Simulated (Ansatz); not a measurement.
**KF: a sublattice moved along a line**

These are results of Ansatz 0.2.0, DFT r2SCAN, scalar-relativistic, plane waves, PAW, not measurements. The runs took a 500 eV cutoff, a Γ-centred 8×8×8 mesh and Gaussian smearing (0.05 eV). No spin polarisation. Energies are free energies at this smearing, counted from the undisturbed cell; pressure is positive in compression.

Zero of the scan (as given, not relaxed at this level; it stands at -0.5 GPa):

```
K F
1.0
     0.00000    2.67350    2.67350
     2.67350    0.00000    2.67350
     2.67350    2.67350    0.00000
K F
1 1
Direct
  0.00000 0.00000 0.00000
  0.50000 0.50000 0.50000
```

Every F atom is moved by x along the Cartesian unit vector (1.000, 0.000, 0.000); the cell and all other atoms stay fixed.

```
  x (Å)  ΔE (meV/cell) force along x on the moved atoms (eV/Å) pressure (GPa) gap on the mesh (eV)
-0.5000          336.2                                     1.93             4.4                  6.70
-0.2500           58.5                                     0.53             0.5                  6.82
 0.0000            0.0                                     0.00            -0.5                  6.82
 0.0625            3.2                                    -0.10            -0.5                  6.82
 0.1250           13.2                                    -0.22            -0.3                  6.82
 0.1875           30.9                                    -0.36             0.0                  6.82
 0.3125           98.4                                    -0.76             1.1                  6.82
 0.3750          154.5                                    -1.05             1.9                  6.79
 0.4375          231.7                                    -1.43             3.0                  6.75
```

By symmetry 0.5000 repeats -0.5000, -0.3750 repeats 0.3750, 0.2500 repeats -0.2500, -0.1250 repeats 0.1250 in energy, with the opposite slope along the path.